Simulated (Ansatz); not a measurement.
# CaO (Fm-3m) in Ansatz: further runs

Aim: see how the results for CaO move with the level of theory and the settings. Levels: PBEsol+D3(BJ), PBEsol+D4, RPBE+D3(BJ). Tasks: relaxation of cell and atoms.

Program: Ansatz 0.2.0. These are calculated values, not measurements. Logs are shortened: lines on timing, memory, paths and dates and some standing lists are left out, and cuts for length are marked.

## Step 1: The structure

Symmetry: Fm-3m, No. 225, cubic system. The conventional cell has a = 4.807 Å, b = 4.807 Å, c = 4.807 Å, α = 90.00°, β = 90.00°, γ = 90.00°. Ca (site symmetry m-3m) has 6 O at 2.40 Å as nearest neighbours. Around O (site symmetry m-3m) lie 6 Ca at 2.40 Å.

The cell is a database's computed one.

## Step 2: Relaxation of cell and atoms, PBEsol+D3(BJ)

input.yaml

```yaml
crystal:
  lattice:
    - [0.0, 2.403555696, 2.403555696]
    - [2.403555696, 0.0, 2.403555696]
    - [2.403555696, 2.403555696, 0.0]
  atoms:
    - { symbol: Ca, position: [0.0, 0.0, 0.0] }
    - { symbol: O, position: [0.5, 0.5, 0.5] }
hamiltonian:
  xc: pbesol
  pseudopotentials: { kind: paw }
  dispersion: d3bj
kpoints:
  mp_grid: { grid: [10, 10, 10] }
scf:
  occupations: { method: fermi_dirac, width: 0.05 }
output:
  forces: true
  stress: true
relax:
  f_tol: 0.01
  max_steps: 40
  cell: { stress_tol: 0.05 }
```

Potentials or basis: Ansatz PAW.

Started as:

```console
> ansatz run input.yaml --threads 2 --pin off --max-ram 5632MiB --backend cpu --events-out ev --progress --plain --runs-dir out
```

The log of the run:

```text
Warning: RAYON_NUM_THREADS=2 ignored (pool sized by the plan → 2); use --threads N
Engine: ansatz 0.2.0, aarch64-unknown-linux-gnu
Pseudopotentials: kind: paw
Pseudopotential: Ca, paw, valence charge 10, recommended cutoff 420 eV (normal), Ca.paw.azcp
Pseudopotential: O, paw, valence charge 6, recommended cutoff 420 eV (normal), O.paw.azcp
Functional definition: PBEsol
  exchange = pbesol_x
  correlation = pbesol_c
Crystal: 2 atoms, lattice volume = 27.771 Å³
Basis set: ecut = 420 eV, 537 PW (Γ), exchange–correlation on 48×48×48 points (8 copies of the dense FFT grid, shifted against one another)
Bands: 12, of which v1, the nominal top of the filled ones, is band 8 counted from 1 (7 counted from 0)
Symmetry: 48 space group operations
Space group: Fm-3m (ITA 225), of the structure as read, at distance tolerance 3.0e-5 Å
k-points: 47 of 1000
Non-local potential: Ca, projectors of the file, l = 0: 3, l = 1: 2, l = 2: 2
Non-local potential: O, projectors of the file, l = 0: 2, l = 1: 2, l = 2: 1
PAW form: soft (Blöchl's): semilocal exchange-correlation on the pseudo side does not see the compensation charge
PAW frozen core: Ca, regenerated for the run's functional, and the local potential with it (the file was generated under x = pbe(κ = 0.804, μ = 0.2195149727645171), c = pbe(β = 0.06672455060314922))
PAW frozen core: O, regenerated for the run's functional, and the local potential with it (the file was generated under x = pbe(κ = 0.804, μ = 0.2195149727645171), c = pbe(β = 0.06672455060314922))
PAW one-centre angular grid: Ca, 110 points (default); XC on 64 Gauss nodes
PAW one-centre angular grid: O, 110 points (default); XC on 64 Gauss nodes
Initial density: superposition of atomic densities (neutral atoms: chi_scale 0, normalization atom), corrected by the library's trained network
Initial wavefunctions: pseudopotential atomic-orbital guess
Functional: x = pbesol(κ = 0.804, μ = 0.12345679012345678), c = pbesol(β = 0.046)
SCF iter   1: F=—  HF=-2358.639096 eV  |F-HF|=—  |Δ(HF+E_count)|=         —  Δρ=1.39e-2  dr2=4.79e-2  ethr=1.77e-3  ⟨swp⟩=6.8  Hψ=3881  notcnv=0
preconditioner: auto → none  [insulator: Δε(μ)=3.344 eV  Ē_g=17.930 eV  σ=0.050 eV  W_gap=1.00  n_scr=8 (ndim 8)  ℏωp=26.4 eV  f_vac=0.000  D(μ)=0.00/eV (n_scr^D=0)  ε∞_Penn≈3.2]
SCF iter   2: F=—  HF=-2358.632492 eV  |F-HF|=—  |Δ(HF+E_count)|=   6.60e-3  Δρ=1.10e-2  dr2=2.83e-2  ethr=2.99e-4  ⟨swp⟩=2.0  Hψ=1309  notcnv=0
SCF iter   3: F=—  HF=-2358.625683 eV  |F-HF|=—  |Δ(HF+E_count)|=   6.81e-3  Δρ=1.34e-3  dr2=4.83e-4  ethr=1.77e-4  ⟨swp⟩=2.0  Hψ=893  notcnv=0
SCF iter   4: F=—  HF=-2358.625602 eV  |F-HF|=—  |Δ(HF+E_count)|=   8.05e-5  Δρ=4.51e-4  dr2=2.46e-5  ethr=3.02e-6  ⟨swp⟩=3.0  Hψ=940  notcnv=0
SCF iter   5: F=—  HF=-2358.625613 eV  |F-HF|=—  |Δ(HF+E_count)|=   1.06e-5  Δρ=1.76e-4  dr2=8.95e-6  ethr=1.54e-7  ⟨swp⟩=2.0  Hψ=748  notcnv=0
SCF iter   6: F=—  HF=-2358.625611 eV  |F-HF|=—  |Δ(HF+E_count)|=   1.56e-6  Δρ=5.65e-5  dr2=9.07e-7  ethr=5.59e-8  ⟨swp⟩=2.0  Hψ=641  notcnv=0
SCF iter   7: F=-2358.625611 eV  HF=-2358.625611 eV  |F-HF|=1.76e-8  |Δ(HF+E_count)|=   1.67e-7  Δρ=8.99e-6  dr2=2.29e-8  ethr=6.25e-10  ⟨swp⟩=3.0  Hψ=1940  notcnv=0
SCF 1 converged in 7 iterations: F = -2358.625611 eV  dr2 = 2.29e-8
relax step   1: F+E_penalty+E_count = -2358.62561095 eV  Δ(F+E_penalty+E_count) = +0.000e0 eV  max|allowed force component| = 8.940e-30 eV/Å  Δτ_max = 0.0000 Å  P = -5.897 GPa  Ω = 27.771 Å³  (7 SCF iters, dr2 threshold 1.00e-7 eV, accepted)
Crystal: 2 atoms, lattice volume = 26.071 Å³
Basis set: ecut = 420 eV, 531 PW (Γ), exchange–correlation on 48×48×48 points (8 copies of the dense FFT grid, shifted against one another)
Initial density: handed on by an earlier stage of this run
Initial wavefunctions: those handed on with the density
iter 1 solved again at ethr=1.08e-5 eV; its pass at ethr=3.10e-3 eV (dr2=1.73e-3 eV) is discarded
SCF iter   1: F=—  HF=-2358.656211 eV  |F-HF|=—  |Δ(HF+E_count)|=         —  Δρ=2.83e-3  dr2=1.82e-3  ethr=1.08e-5  ⟨swp⟩=1.0  Hψ=4075  notcnv=0
preconditioner: auto → none  [insulator: Δε(μ)=3.501 eV  Ē_g=18.258 eV  σ=0.050 eV  W_gap=1.00  n_scr=8 (ndim 8)  ℏωp=27.2 eV  f_vac=0.000  D(μ)=0.00/eV (n_scr^D=0)  ε∞_Penn≈3.2]
SCF iter   2: F=—  HF=-2358.655934 eV  |F-HF|=—  |Δ(HF+E_count)|=   2.77e-4  Δρ=1.17e-3  dr2=2.48e-4  ethr=1.08e-5  ⟨swp⟩=2.0  Hψ=1070  notcnv=0
[... 27 lines left out ...]
SCF iter   1: F=—  HF=-2358.653490 eV  |F-HF|=—  |Δ(HF+E_count)|=         —  Δρ=3.36e-4  dr2=4.55e-6  ethr=2.37e-6  ⟨swp⟩=2.3  Hψ=5160  notcnv=0
SCF iter   2: F=—  HF=-2358.653502 eV  |F-HF|=—  |Δ(HF+E_count)|=   1.13e-5  Δρ=1.69e-4  dr2=2.97e-6  ethr=2.85e-8  ⟨swp⟩=2.0  Hψ=774  notcnv=0
SCF iter   3: F=—  HF=-2358.653503 eV  |F-HF|=—  |Δ(HF+E_count)|=   1.81e-6  Δρ=1.05e-4  dr2=9.61e-7  ethr=1.85e-8  ⟨swp⟩=2.0  Hψ=710  notcnv=0
SCF iter   4: F=—  HF=-2358.653504 eV  |F-HF|=—  |Δ(HF+E_count)|=   3.71e-7  Δρ=8.62e-6  dr2=5.14e-9  ethr=6.00e-9  ⟨swp⟩=2.0  Hψ=739  notcnv=0
SCF iter   5: F=—  HF=-2358.653504 eV  |F-HF|=—  |Δ(HF+E_count)|=   6.56e-9  Δρ=1.66e-6  dr2=2.18e-10  ethr=3.21e-11  ⟨swp⟩=2.8  Hψ=904  notcnv=0
SCF iter   6: F=-2358.653504 eV  HF=-2358.653504 eV  |F-HF|=9.09e-12  |Δ(HF+E_count)|=  1.46e-10  Δρ=2.13e-7  dr2=1.16e-11  ethr=1.00e-12  ⟨swp⟩=5.7  Hψ=2263  notcnv=0
SCF 5 converged in 6 iterations: F = -2358.653504 eV  dr2 = 1.16e-11
relax step   5: F+E_penalty+E_count = -2358.65350385 eV  Δ(F+E_penalty+E_count) = +3.037e-3 eV  max|allowed force component| = 5.423e-30 eV/Å  Δτ_max = 0.0000 Å  P = -0.221 GPa  Ω = 26.370 Å³  stress off target by 2.21e-1 GPa  SCF on the basis re-selected at this cell (its energy is not comparable with the rows above)  (6 SCF iters)
basis re-selected at this cell: Δ(F+E_penalty+E_count) = +3.037e-3 eV, ΔP = -0.219 GPa vs the last step (what re-selecting the basis moved, of the pressure what is left beyond the Pulay correction that the steps carried, after the strain that the cell walked since its last selection, with what the two solves' SCF thresholds leave and, on support functions, any second-order correction that the steps lacked; it is no measure of the basis error at this ecutwfc). This SCF's stress stands 2.21e-1 GPa from its target on what of the cell is left free (relax.cell.stress_tol is 5.00e-2 GPa) and its largest allowed force component is 5.42e-30 eV/Å (relax.f_tol is 1.00e-2 eV/Å): not within both, so this SCF does not close the relaxation
Crystal: 2 atoms, lattice volume = 26.324 Å³
iter 1 solved again at ethr=1.15e-8 eV; its pass at ethr=3.10e-3 eV (dr2=1.85e-6 eV) is discarded
SCF iter   1: F=—  HF=-2358.653662 eV  |F-HF|=—  |Δ(HF+E_count)|=         —  Δρ=8.49e-5  dr2=1.55e-6  ethr=1.15e-8  ⟨swp⟩=2.0  Hψ=3860  notcnv=0
preconditioner: auto → none  [insulator: Δε(μ)=3.527 eV  Ē_g=18.224 eV  σ=0.050 eV  W_gap=1.00  n_scr=8 (ndim 8)  ℏωp=27.1 eV  f_vac=0.000  D(μ)=0.00/eV (n_scr^D=0)  ε∞_Penn≈3.2]
SCF iter   2: F=—  HF=-2358.653670 eV  |F-HF|=—  |Δ(HF+E_count)|=   7.40e-6  Δρ=3.28e-5  dr2=2.20e-7  ethr=9.67e-9  ⟨swp⟩=2.0  Hψ=866  notcnv=0
SCF iter   3: F=—  HF=-2358.653670 eV  |F-HF|=—  |Δ(HF+E_count)|=   1.16e-7  Δρ=2.84e-5  dr2=1.83e-7  ethr=7.61e-10  ⟨swp⟩=4.0  Hψ=1649  notcnv=0
SCF iter   4: F=-2358.653670 eV  HF=-2358.653670 eV  |F-HF|=1.22e-9  |Δ(HF+E_count)|=   2.51e-8  Δρ=7.99e-6  dr2=9.23e-9  ethr=7.61e-10  ⟨swp⟩=2.1  Hψ=1839  notcnv=0
SCF 6 converged in 4 iterations: F = -2358.653670 eV  dr2 = 9.23e-9
relax step   6: F+E_penalty+E_count = -2358.65366980 eV  Δ(F+E_penalty+E_count) = -1.659e-4 eV  max|allowed force component| = 8.020e-30 eV/Å  Δτ_max = 0.0000 Å  P = -0.000 GPa  Ω = 26.324 Å³  energy of the carried Pulay correction = +1.342e-4 eV  (4 SCF iters, dr2 threshold 1.22e-7 eV, accepted)
iter 1 solved again at ethr=2.56e-6 eV; its pass at ethr=3.10e-3 eV (dr2=4.10e-4 eV) is discarded
SCF iter   1: F=—  HF=-2358.653504 eV  |F-HF|=—  |Δ(HF+E_count)|=         —  Δρ=1.97e-5  dr2=3.53e-8  ethr=2.56e-6  ⟨swp⟩=2.3  Hψ=5180  notcnv=0
eigensolver tolerance schedule: the retry pair's looser diagonalisation over-reported the residual by 11625.93 of it (diagonalisation noise at an unbounded share of the residual, at the tolerance the schedule requests for it); recorded, not acted on — ethr = c·dr2/N_el stays at c = 1.0e-1
SCF iter   2: F=—  HF=-2358.653511 eV  |F-HF|=—  |Δ(HF+E_count)|=   7.30e-6  Δρ=1.34e-5  dr2=4.24e-8  ethr=2.20e-10  ⟨swp⟩=2.6  Hψ=995  notcnv=0
SCF iter   3: F=—  HF=-2358.653511 eV  |F-HF|=—  |Δ(HF+E_count)|=   6.36e-9  Δρ=5.33e-6  dr2=1.52e-9  ethr=2.20e-10  ⟨swp⟩=2.0  Hψ=705  notcnv=0
SCF iter   4: F=—  HF=-2358.653511 eV  |F-HF|=—  |Δ(HF+E_count)|=   2.39e-9  Δρ=9.80e-7  dr2=2.13e-10  ethr=9.51e-12  ⟨swp⟩=2.0  Hψ=713  notcnv=0
SCF iter   5: F=-2358.653511 eV  HF=-2358.653511 eV  |F-HF|=9.09e-12  |Δ(HF+E_count)|=  1.00e-11  Δρ=2.09e-7  dr2=1.11e-11  ethr=1.00e-12  ⟨swp⟩=3.9  Hψ=2504  notcnv=0
SCF 7 converged in 5 iterations: F = -2358.653511 eV  dr2 = 1.11e-11
relax step   7: F+E_penalty+E_count = -2358.65351140 eV  Δ(F+E_penalty+E_count) = +1.584e-4 eV  max|allowed force component| = 2.449e-30 eV/Å  Δτ_max = 0.0000 Å  P = -0.006 GPa  Ω = 26.324 Å³  stress off target by 5.78e-3 GPa  SCF on the basis re-selected at this cell (its energy is not comparable with the rows above)  (5 SCF iters)
basis re-selected at this cell: Δ(F+E_penalty+E_count) = +1.584e-4 eV, ΔP = -0.006 GPa vs the last step (what re-selecting the basis moved, of the pressure what is left beyond the Pulay correction that the steps carried, after the strain that the cell walked since its last selection, with what the two solves' SCF thresholds leave and, on support functions, any second-order correction that the steps lacked; it is no measure of the basis error at this ecutwfc). This SCF's stress stands 5.78e-3 GPa from its target on what of the cell is left free (relax.cell.stress_tol is 5.00e-2 GPa) and its largest allowed force component is 2.45e-30 eV/Å (relax.f_tol is 1.00e-2 eV/Å): within both
SCF converged after 5 iterations
Free energy (F): -2358.653511 eV
Harris-Foulkes:  -2358.653511 eV  (|F-HF|=9.09e-12)
Internal energy: -2358.653511 eV  (E = F + TS)
E sigma→0 (E₀):  -2358.653511 eV
Fermi energy:    9.920946 eV
--- Per-component energies (eV) ---
  E_band       = -90.932777
  E_kinetic    = 456.651848
  E_local      = -862.134998  (includes V_loc(G=0)·N_el)
  E_nonlocal   = 112.990520
  E_hartree    = 284.519200
  E_xc         = -211.022952
  E_vxc        = -266.973031  (∫ρ·V_xc dr)
  E_paw        = -989.157254  (= ΣΔE_a)
  E_vpaw       = -100.507931  (= ΣTr[D̂ρ^β])
  E_aug_tail   = 0.002410  (compensation charges beyond the density's cutoff)
  E_ewald      = -1150.099668
  E_disp       = -0.556699  (pairwise vdW)
  E_core_change = 0.154082  (= ΣΔE_core)
  E_smearing   = -0.000000  (= −TS)
  E_closure    = -0.000000  (closes the sum)
  Σ components = -2358.653511   (vs F -2358.653511, Δ=0.00e0)
--- Forces (eV/Å), atoms counted from 1 ---
  atom   1  Ca    -0.00000000     0.00000000     0.00000000
  atom   2  O      0.00000000     0.00000000     0.00000000
  max |Σ_I F_I| component: 5.62e-30 eV/Å
--- Stress (GPa, compression-positive) ---
       -0.005783      -0.000000      -0.000000
       -0.000000      -0.005783      -0.000000
       -0.000000      -0.000000      -0.005783
  P = ⅓ Tr σ = -0.0058 GPa (-0.058 kbar)
--- Relaxed structure (5 steps of the walk, 5 accepted, 2 SCFs on fresh bases) ---
  F+E_penalty+E_count = -2358.65351140 eV   max|allowed force component| = 2.449e-30 eV/Å   (the final SCF, on the basis selected at the relaxed cell)
  cell:  # Å, volume = 26.3237 Å³
    - [2.1177634090544258e-33, 2.36105295713383, 2.36105295713383]
    - [2.36105295713383, 1.9139497119742093e-33, 2.36105295713383]
    - [2.36105295713383, 2.36105295713383, 8.152595252632943e-34]
  atoms:
    - { symbol: Ca, position: [3.756017232915185e-36, -8.346704962448527e-37, -1.0850716450560216e-35] }
    - { symbol: O, position: [0.5, 0.5, 0.5] }
```

It took 3.5 s on 2 threads of Arm Neoverse V1, shared host; peak memory 0.28 GiB.

What came out:

```yaml
Free_energy: -2358.6535 eV
Relaxed_volume: 13.16 Å³/atom
Relaxed_cell: a = 3.339 Å, b = 3.339 Å, c = 3.339 Å, α = 60.00°, β = 60.00°, γ = 60.00°
Space_group_after_relaxing_to_0.05_Å: Fm-3m (No. 225)
Energy_gained_by_relaxing: 14.0 meV/atom
Ionic_steps: 7
Pressure_after_relaxing: 0.0 GPa
Band_gap_on_the_k_mesh: 3.53 eV
```

Step by step:
```tsv
step	energy change (eV)	largest force (eV/Å)	volume (Å³)
1	0.0000	0.0000	27.77
2	-0.0305	0.0000	26.07
3	-0.0309	0.0000	26.39
4	-0.0309	0.0000	26.37
5	-0.0279	0.0000	26.37
6	-0.0281	0.0000	26.32
7	-0.0279	0.0000	26.32
```

Final structure:
```
CELL_PARAMETERS angstrom
0.00000 2.36105 2.36105
2.36105 0.00000 2.36105
2.36105 2.36105 0.00000
ATOMIC_POSITIONS crystal
Ca 0.00000 0.00000 0.00000
O 0.50000 0.50000 0.50000
```

Caveat: the plane-wave basis is chosen anew once the cell has moved, so the energies of steps on either side of that aren't comparable; the pressure holds a Pulay correction of +0.5 GPa for the finite cutoff; the PAW data sets come from PBE, with cores solved anew for the run's functional, which leaves a small shift of forces and pressure. Expect the measured gap to be larger: semilocal functionals such as PBEsol lack the derivative discontinuity.

## Step 3: Relaxation of cell and atoms, PBEsol+D4

Changes to input.yaml since step 2:

```diff
@@ -11,3 +11,3 @@
   pseudopotentials: { kind: paw }
-  dispersion: d3bj
+  dispersion: d4
 kpoints:
@@ -19,2 +19,6 @@
   stress: true
+  write_density: true
+  write_potential: true
+  elf: true
+  volumetric_format: npy
 relax:
```

Potentials or basis: Ansatz PAW.

Started as:

```console
> ansatz run input.yaml --threads 2 --pin off --max-ram 5632MiB --backend cpu --events-out ev --progress --plain --runs-dir out
```

Wall time 4.3 s (2 threads of Arm Neoverse V1, shared host); peak memory 0.29 GiB.

It converged, with:

```yaml
Free_energy: -2358.3005 eV
Relaxed_volume: 13.40 Å³/atom
Relaxed_cell: a = 3.359 Å, b = 3.359 Å, c = 3.359 Å, α = 60.00°, β = 60.00°, γ = 60.00°
Space_group_after_relaxing_to_0.05_Å: Fm-3m (No. 225)
Energy_gained_by_relaxing: 6.3 meV/atom
Ionic_steps: 6
Pressure_after_relaxing: 0.0 GPa
Band_gap_on_the_k_mesh: 3.54 eV, indirect (least direct gap 3.91 eV)
```

Step by step:
| step | energy change (eV) | largest force (eV/Å) | volume (Å³) |
| --- | --- | --- | --- |
| 1 | 0.0000 | 0.0000 | 27.77 |
| 2 | -0.0146 | 0.0000 | 26.63 |
| 3 | -0.0146 | 0.0000 | 26.84 |
| 4 | -0.0124 | 0.0000 | 26.84 |
| 5 | -0.0125 | 0.0000 | 26.79 |
| 6 | -0.0125 | 0.0000 | 26.79 |

Final structure:
```xyz
2
Lattice="0.0000 2.3750 2.3750 2.3750 0.0000 2.3750 2.3750 2.3750 0.0000" Properties=species:S:1:pos:R:3 pbc="T T T"
Ca    0.0000    0.0000    0.0000
O     2.3750    2.3750    2.3750
```

Levels at points of the mesh, in eV from the valence-band top:
```csv
k point,band 4,band 5,band 6,band 7,band 8,band 9,band 10,band 11,band 12
"(0.00, 0.00, 0.00)",-18.06,-15.50,0.00,0.00,0.00,4.87,6.29,6.29,6.29
"(0.00, 0.00, -0.50)",-18.12,-14.11,-2.77,-1.28,-1.28,7.19,8.58,8.58,8.60
"(0.00, -0.50, -0.50)",-18.33,-15.26,-1.30,-0.37,-0.37,3.54,8.32,9.14,9.84
```

Caveat: the plane-wave basis is chosen anew once the cell has moved, so the energies of steps on either side of that aren't comparable; the pressure holds a Pulay correction of +0.5 GPa for the finite cutoff; the PAW data sets come from PBE, with cores solved anew for the run's functional, which leaves a small shift of forces and pressure. A k mesh can miss the band edges.

[end of part 1 of 2]
